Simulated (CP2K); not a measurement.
# Fitting the r2SCAN energy curve of Ti

```yaml
crystal:
  lattice:
    - [2.84230, 0.00000, 0.00000]
    - [-0.94743, 2.67974, 0.00000]
    - [-0.94743, -1.33987, 2.32072]
  atoms:
    - { symbol: Ti, position: [0.00000, 0.00000, 0.00000] }
```

This isn't the form of Ti at room conditions, which is hcp.

The cell was scaled at fixed shape and fractions and run with CP2K, POTENTIAL_UZH Ti GTH-SCAN-q12; TZVP-MOLOPT-SCAN-GTH basis; r2SCAN, k mesh 11 × 11 × 11 on the cell of 1 atom, fermi-dirac occupations of 0.05 eV, no spin polarisation, no spin-orbit coupling. Energies are those that the program minimises, any entropy of the smearing included. For a metal such a mesh isn't converged to the digits shown.

```csv
V (Å³/atom),energy over the lowest row (meV/atom)
16.6155,8.97
16.9690,?
17.3225,0.00
17.6761,3.10
18.0296,10.72
18.3831,22.50
18.7366,38.10
```

**Question.** Fit the third-order Birch-Murnaghan form, give V0, B0 and B′, and predict the energy left open.

**Answer.** With y = (V0/V)^(2/3), E = E0 + (9 V0 B0/16) [(y - 1)³ B′ + (y - 1)² (6 - 4y)]. Least squares through the rows shown give V0 = 17.2716 Å³/atom, E0 = -0.05 meV, B0 = 110.1 GPa (1 eV/Å³ = 160.218 GPa) and B′ = 3.09, with a largest miss of 0.01 meV. At V = 16.9690 the form with these constants gives 1.82 meV; the run gave 1.82 meV an atom.
